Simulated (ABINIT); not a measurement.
Runs of ABINIT 10.8.3 (patched build) on Ta. The structure is cubic, space group Im-3m (No. 229). The conventional cell has a = 3.303 Å, b = 3.303 Å, c = 3.303 Å, α = 90.00°, β = 90.00°, γ = 90.00°. Ta (site symmetry m-3m) has 8 Ta at 2.86 Å as nearest neighbours. 

```csv
potentials or basis,cutoff (eV),fine-grid cutoff,gap on the mesh (eV),pressure (GPa)
"Ansatz PAW PBE default generated set, frozen core",490,979.61 eV,none,-0.2
PseudoDojo NC SR PBE v0.4.1 standard,952,-,none,-1.9
SG15 NC PBE v1.2,844,-,none,(b)
Ansatz NC r2SCAN,1469,-,none,(a)
JTH PAW PBE v2.0,626,1224.51 eV,none,0.2
```

Alike in all rows: task single point; level r2SCAN; no spin polarisation; cell as given; k mesh 11 × 11 × 11; smearing fermi-dirac 0.05 eV.

Problem. Estimate the missing entries.

Solution. (a) 0.7; (b) -9.6.

Caveats: the PAW data sets were made with another functional, which shifts forces and pressure a little (some runs); the potentials were made for another functional, which shifts forces and pressure (some runs); a meta-GGA on potentials with a model core is unreliable (some runs).

A k mesh can miss the band edges, and the runs leave out spin-orbit coupling on Ta.

A gap of «none» marks a metal or a gap under the smearing width.

The runs don't all hold the same shells in valence.
